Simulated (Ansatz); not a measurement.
**Calculated 113In nuclear quadrupole resonance for InSb under strain**

Cell: a structure deposited in the COD, relaxed with PBE at fixed cell and then changed (z stretched by 3 %, ions relaxed).

```xyz
4
Lattice="5.3570 0.0000 0.0000 0.0000 5.7120 0.0000 0.0000 0.0000 3.1549" Properties=species:S:1:pos:R:3 pbc="T T T"
In    0.0000    0.0000    0.4180
In    2.6785    2.8560   -0.4180
Sb    2.6785    0.0000    2.1845
Sb    0.0000    2.8560    0.9704
```

Atom numbers follow the list; atoms alike are taken as one site, whose name carries the number of the first.

Level of theory: DFT, PBE, plane waves and PAW, scalar-relativistic, 420 eV cutoff, Γ-centred 9×8×15 k-points, Fermi–Dirac smearing 0.05 eV (Ansatz 0.2.0).

113In: I = 9/2, Q = 761.0 mb (year-2017 value). Static lattice, zero field.

(1) Predict the zero-field 113In lines of each site.

(2) And for 115In (I = 9/2, Q = 772.0 mb) on In?

## Answers

(1) For I = 9/2 and η = 0 the lines are |C_Q|/24 times 1, 2, 3 and 4; η shifts the lowest up most. At large η the states mix, and weaker lines appear at sums of the main ones; lines under 5 % of the strongest are left out.

| site | atoms | V_zz (10²¹ V/m²) | C_Q (MHz) | η | line frequencies (MHz) |
| --- | --- | --- | --- | --- | --- |
| In | 1, 2 | -5.19 | -95.6 | 0.23 | 5.53, 7.58, 11.8, 13.1, 15.9 |

(2) C_Q scales with Q to -97.0 MHz, with lines at 5.61, 7.69, 12.0, 13.3, 16.1 MHz.

The run finds no gap above 0.1 eV (a metal, or nearly one), so the gradients can move by 10 % or more with the k-mesh. Without spin–orbit coupling (the program notes it for In and Sb) the gradients can shift somewhat, as the gap is small. At this changed cell the PBE pressure is 10 GPa.

The relaxation (5 steps) took 2.3 min of wall time (2.3 min of CPU time) and 0.92 GiB at its peak, on 1 thread of Intel Xeon Platinum 8259CL CPU @ 2.50GHz (Skylake/Cascade Lake) (x86_64; 16 cores open to the job, memory cap 3.0 GiB, no GPU), a shared host with a load of 0.4 a core.
